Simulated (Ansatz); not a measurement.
Relaxed sheet of SnO, cell area A = 14.597 Å²:

```xyz
4
Lattice="3.8206 0.0000 0.0000 0.0000 3.8206 0.0000 0.0000 0.0000 30.6349" Properties=species:S:1:pos:R:3 pbc="T T F"
Sn    2.8654    0.9551   14.1354
O     0.9551    0.9551   15.3175
O     2.8654    2.8654   15.3175
Sn    0.9551    2.8654   16.4995
```

The calculation used DFT PBE+D3(BJ), scalar-relativistic, plane waves, PAW in Ansatz 0.2.0. Settings: cutoff 420 eV, Γ-centred mesh 6×6×1 on the computed 4-atom cell, Gaussian smearing of 0.02 eV; no spin polarisation. The sheet is isolated along c (Coulomb cut-off).

Under strain along x with y held, atoms relaxed, stress positive in compression; ΔE is the free energy at this smearing, of which the stress is the derivative:

```
strain (%)  σxx (N/m)  σyy (N/m)  ΔE (meV/cell) thickness (Å)
        -2      0.769      0.809           6.80          2.388
        +2     -0.698     -0.727           6.56          2.339
```

Question: Which in-plane elastic constants follow from the stresses?

Answer: Central differences over Δε = 0.04 give C11 = 36.7 N/m from the stress along the strain and C12 = 38.4 N/m from the stress across it.

Question: Do the energies agree?

Answer: The second difference [ΔE(−ε) + ΔE(+ε)]/(A·ε²) = (6.80 + 6.56) meV/(14.597 Å² × 0.0004) × 16.02 N/m per eV/Å² = 36.7 N/m should equal C11 = 36.7 N/m; they differ by 0.1 %, so the two routes agree. The stress in compression and in tension differ in size because of the third-order constants.

Question: The unstrained thickness between the outer atoms is 2.364 Å. How does it respond?

Answer: d ln t/dε = (2.339 − 2.388)/(2.364 × 0.04) = -0.52: the sheet thins as it is stretched, as its bonds turn towards the plane.

Cost: 4 runs of about 2.8 core-minutes in all, on Intel Xeon 6975P-C (Granite Rapids) (shared hosts).

The telling result is that C12, at 38.4 N/m, exceeds C11, at 36.7 N/m. A square sheet needs the reverse to resist stretching along one axis with equal contraction along the other, so these constants imply that the square cell is elastically unstable towards a rectangular one. Holding y fixed hides this, since the energy still rises for either sign of the strain.

The softness probably comes from a hinge-like response. Each Sn binds one oxygen sublattice along x and the other along y, so opposite out-of-plane shifts of the two sublattices can offset the changes in bond length that a rectangular distortion would impose. The Sn–O bonds then mostly rotate. Equal strain along both axes can also turn the bonds, through a change in thickness, but the computed thinning is too small to preserve their lengths, so that mode stays much stiffer.

The margin is narrow, which suggests a shallow instability whose sign could depend on the functional or the finite strain step. The energy check supports C11 but doesn't test C12, so a relaxation with both cell lengths free is needed to establish a rectangular minimum.
